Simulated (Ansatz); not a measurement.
**Abstraction of F: CHF3 + GeHF2 → CHF2 + GeHF3**

Species: CHF3 (trifluoromethane) `FC(F)F`, singlet; GeHF2 `[F][GeH][F]`, doublet; CHF2 `F[CH]F`, doublet; GeHF3 `[F][GeH]([F])[F]`, singlet. A radical takes F: the energy is the difference in strength between the C–F bond broken and the Ge–F bond made.

Shapes, held fixed at every level: PBE0-D4/def2-TZVP. Programs: Ansatz 0.2.0. The zero-point and thermal change to 298 K, harmonic and unscaled (PBE0-D4/def2-TZVP), is -3.8 kJ/mol.

```
                level                   kind  ΔH(298 K) (kJ/mol)  less CCSD(T)/def2-TZVPP
          HF/def2-SVP           Hartree–Fock               -21.8                     +3.3
        HF/def2-TZVPP           Hartree–Fock               -41.2                    -16.1
 r2SCAN-D4/def2-TZVPP               meta-GGA               -18.4                     +6.7
  B3LYP-D4/def2-TZVPP          global hybrid               -13.6                    +11.5
  BHLYP-D4/def2-TZVPP          global hybrid               -22.8                     +2.3
r2SCAN0-D4/def2-TZVPP          global hybrid               -21.5                     +3.6
   CCSD(T)/def2-TZVPP  coupled cluster or CI               -25.1                      0.0
```

The highest level, CCSD(T)/def2-TZVPP, gives ΔH(298 K) = -25.1 kJ/mol; the levels span -41.2 to -13.6. The column of differences is taken from that level and isn't an error. No measured value is set beside it here. Open shells run unrestricted. Relativity is left out for Ge. Outer-core shells of Ge are correlated, in sets that cover them unevenly.
